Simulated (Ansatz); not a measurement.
Ga2O3:

```
Ga O
1.0
     6.10700   -1.51855    0.00000
     6.10700    1.51855    0.00000
    -1.38599    0.00000    5.63001
Ga O
4 6
Direct
  0.34134 0.34134 0.68598
  0.65866 0.65866 0.31402
  0.90950 0.90950 0.20540
  0.09050 0.09050 0.79460
  0.50410 0.50410 0.74340
  0.49590 0.49590 0.25660
  0.82670 0.82670 0.43680
  0.17330 0.17330 0.56320
  0.83550 0.83550 0.89020
  0.16450 0.16450 0.10980
```

Base run:

- Program: Ansatz 0.2.0
- Functional: BLYP
- Potentials or basis: Ansatz PAW
- Cutoff: 420 eV
- Density cutoff: 1680 eV
- k mesh: 9 × 9 × 5
- Occupations: fermi-dirac, width 0.05 eV
- Spin: no spin polarisation

Its results: band gap on the k mesh 2.53 eV, indirect (least direct gap 2.56 eV); pressure 14.5 GPa; largest force 0.266 eV/Å.

Problem. The run is repeated on the same cell with these changes: functional from BLYP to r2SCAN; cutoff from 420 eV to 500 eV; density cutoff from 1680 eV to 2000 eV. What comes out?

Solution. Band gap on the k mesh 3.09 eV, indirect (least direct gap 3.12 eV); pressure 1.3 GPa; largest force 0.110 eV/Å.

r2SCAN gives the wider gap, since meta-GGAs in the generalised Kohn-Sham scheme recover part of the derivative discontinuity.

Caveats: the PAW data sets come from PBE, with cores solved anew for the run's functional, which leaves a small shift of forces and pressure; the potentials were made for another functional, which shifts forces and pressure (some runs).

Not every run made on this cell is shown here.
